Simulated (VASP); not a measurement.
Here is a VASP 6.6.1 calculation.

File INCAR:

```
  PREC = Accurate
  ENCUT = 520
  EDIFF = 1E-7
  ISMEAR = -1
  SIGMA = 0.05
  LREAL = False
  LASPH = True
  NELM = 80
  ALGO = Normal
  ISIF = 2
  LWAVE = False
  LCHARG = False
  NBANDS = 15
```

The input KPOINTS:

```
Automatic mesh
0
Gamma
  7 7 7
```

The input POSCAR:

```
KCl
1.0
    0.0000000000      3.0822383035      3.0822383035
    3.0822383035      0.0000000000      3.0822383035
    3.0822383035      3.0822383035      0.0000000000
K Cl
1 1
Direct
    0.0000000000      0.0000000000      0.0000000000
    0.5000000000      0.5000000000      0.5000000000
```

Potentials or basis: VASP PAW LDA potentials, release 64 (K_sv, Cl).

Launch:

```sh
$ cat potpaw_LDA.64/K_sv/POTCAR potpaw_LDA.64/Cl/POTCAR > POTCAR
$ mpirun -np 1 vasp_std > vasp.out
```

(1) Predict the pressure.

(2) Predict the band gap on the k mesh.

Results:

(1) -0.9 GPa.

(2) 4.96 eV, direct.

**The experiment to reproduce.**

A printed reference work, monograph reports, for a bulk crystal of KCl: band gap 8.68 eV.

Measured gap of KCl: 8.68 eV (a printed reference work, monograph). This calculation gives 4.96 eV (-3.72 eV). The value is that of LDA, without temperature or zero-point motion. Semilocal functionals fall short of measured gaps as a rule.
